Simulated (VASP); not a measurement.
# Al: molecular dynamics with a thermostat

Al, P6_3/mmc (no. 194), 8 atoms in the cell. PBE, molecular dynamics; PAW potentials Al (PBE set).

Ensemble: Nose-Hoover; Target temperature (K): 600.

## Input

INCAR:
```
SYSTEM = Al
GGA      = PE             ! functional
PREC     = Normal         ! precision mode
ENCUT    = 240            ! plane-wave cutoff, eV
EDIFF    = 1E-6           ! SCF threshold, eV
NELMIN   = 4            
NELM     = 60             ! most SCF steps
ALGO     = Fast           ! electronic algorithm
LREAL    = Auto         
LASPH    = .True.         ! aspherical terms in the spheres
ISMEAR   = -1             ! smearing method
SIGMA    = 0.05           ! smearing width, eV
ISYM     = 0            
LWAVE    = .False.        ! write WAVECAR
LCHARG   = .False.        ! write CHGCAR
IBRION   = 0              ! ionic algorithm
NSW      = 60             ! ionic steps
POTIM    = 2.0            ! step
TEBEG    = 600          
ISIF     = 2              ! what is computed and relaxed
RANDOM_SEED= 238334 0 0   
MDALGO   = 2            
SMASS    = 0            
KPAR     = 2             
```

KPOINTS:
```
k-points
0
Gamma
  3 3 3
```

POSCAR:
```
Al
1.0
    5.6249107030      0.0000000000      0.0000000000
   -2.8124553514      4.8713155628      0.0000000000
    0.0000000000      0.0000000000      4.8668500000
Al
8
Direct
    0.1666666666      0.3333333334      0.2500000000
    0.1666666667      0.8333333334      0.2500000000
    0.6666666667      0.3333333334      0.2500000000
    0.6666666667      0.8333333334      0.2500000000
    0.3333333334      0.1666666666      0.7500000000
    0.3333333334      0.6666666667      0.7500000000
    0.8333333333      0.1666666666      0.7500000000
    0.8333333334      0.6666666667      0.7500000000
```

Commands:
```
cat potpaw_PBE.64/Al/POTCAR > POTCAR
mpirun -np 2 vasp_std > vasp.out
```

## Result

- Mean temperature (K): 619
- Standard error of the mean temperature (K): 97
- Relative fluctuation of the kinetic energy: 0.364
- Canonical value of that fluctuation: 0.309
- Rise of the mean potential energy above the start (meV/atom): 50.7
- Electronic steps per ionic step after the first: 4.0

Course of the run:

| Time (fs) | Temperature (K) | Potential energy less the first (meV/atom) |
|---|---|---|
| 2 | 600 | 0.0 |
| 12 | 513 | 10.3 |
| 20 | 384 | 28.2 |
| 30 | 308 | 47.4 |
| 38 | 407 | 53.2 |
| 48 | 797 | 54.1 |
| 56 | 1104 | 65.1 |
| 66 | 917 | 99.0 |
| 74 | 666 | 112.8 |
| 84 | 705 | 86.1 |
| 92 | 756 | 54.0 |
| 102 | 604 | 30.9 |
| 110 | 448 | 23.6 |
| 120 | 354 | 16.9 |

REPORT:
```
MDALGO =   2
               SCALING =       0
                 CNEXP =     9.000   14.000
           RANDOM_SEED =            238334                0                0

   original number of atomic DOF:         21
   number of independent constraints:      0
   number of active DOF:                  21

========================================
         MD step No.       1
========================================

  Atomic velocities initialized by STEP_tb

  >Energies
                    E_tot             E_pot             E_kin               EPS                ES
   e_b>   -0.28565131E+02   -0.29108026E+02    0.54289529E+00    0.00000000E+00    0.00000000E+00

  >Temperature
               T_sim     T_inst
   tmprt>    600.000    600.000

  >Thermostat:
           s(n+1) sdot(n+1)      s(n)   sdot(n)        Qs
   s_b>  -0.00000  -0.00000   0.00000   0.00000   0.10736

           RANDOM_SEED =            238334               48                0

[... steps left out ...]

========================================
         MD step No.      60
========================================

  >Energies
                    E_tot             E_pot             E_kin               EPS                ES
   e_b>   -0.28564879E+02   -0.28972783E+02    0.32027105E+00    0.32251721E-01    0.55381208E-01

  >Temperature
               T_sim     T_inst
   tmprt>    600.000    353.959

  >Thermostat:
           s(n+1) sdot(n+1)      s(n)   sdot(n)        Qs
   s_b>   0.07552   0.02197   0.05101   0.02707   0.10736

           RANDOM_SEED =            238334               48                0
```

OSZICAR:
```
N       E                     dE             d eps       ncg     rms          rms(c)
DAV:   1     0.898737833025E+01    0.89874E+01   -0.53629E+03   476   0.604E+02
DAV:   2    -0.284367918776E+02   -0.37424E+02   -0.35699E+02   654   0.944E+01
DAV:   3    -0.292765517405E+02   -0.83976E+00   -0.83134E+00   584   0.138E+01
DAV:   4    -0.292817282503E+02   -0.51765E-02   -0.51265E-02   627   0.124E+00
DAV:   5    -0.292817565994E+02   -0.28349E-04   -0.28348E-04   608   0.860E-02    0.435E+00
RMM:   6    -0.291810813549E+02    0.10068E+00   -0.10516E-02   476   0.575E-01    0.251E+00
RMM:   7    -0.291083315176E+02    0.72750E-01   -0.31537E-02   476   0.943E-01    0.322E-01
RMM:   8    -0.291080190827E+02    0.31243E-03   -0.18994E-03   476   0.265E-01    0.281E-02
RMM:   9    -0.291080307464E+02   -0.11664E-04   -0.19935E-04   482   0.101E-01    0.350E-02
RMM:  10    -0.291080338153E+02   -0.30689E-05   -0.35569E-05   476   0.345E-02    0.950E-03
RMM:  11    -0.291080248570E+02    0.89583E-05   -0.64913E-06   395   0.144E-02    0.119E-02
RMM:  12    -0.291080258005E+02   -0.94345E-06   -0.16993E-06   307   0.666E-03
[... left out ...]
     58 T=   376. E= -.28564793E+02 F= -.28950240E+02 E0= -.28926935E+02  EK= 0.33989E+00 SP= -.14E-01 SK= 0.60E-01
     59 T=   362. E= -.28564832E+02 F= -.28961127E+02 E0= -.28938014E+02  EK= 0.32779E+00 SP= 0.23E-01 SK= 0.45E-01
[... last step whole ...]
       N       E                     dE             d eps       ncg     rms          rms(c)
DAV:   1    -0.289727793078E+02   -0.11652E-01   -0.65612E-03   566   0.416E-01    0.304E-03
RMM:   2    -0.289727830297E+02   -0.37219E-05   -0.37613E-05   469   0.298E-02    0.843E-04
RMM:   3    -0.289727833904E+02   -0.36069E-06   -0.36869E-06   337   0.980E-03    0.746E-04
RMM:   4    -0.289727834324E+02   -0.41992E-07   -0.51806E-07   253   0.366E-03
     60 T=   354. E= -.28564879E+02 F= -.28972783E+02 E0= -.28949823E+02  EK= 0.32027E+00 SP= 0.55E-01 SK= 0.32E-01
```

Limits: 120 fs of 8 atoms are too short for converged averages; the cell is only 4.9 Å across, so each atom moves in step with near copies of itself.

VASP 6.6.1 took 89 s on 2 cores (AMD EPYC 7R13 (Zen 3)), a shared host.
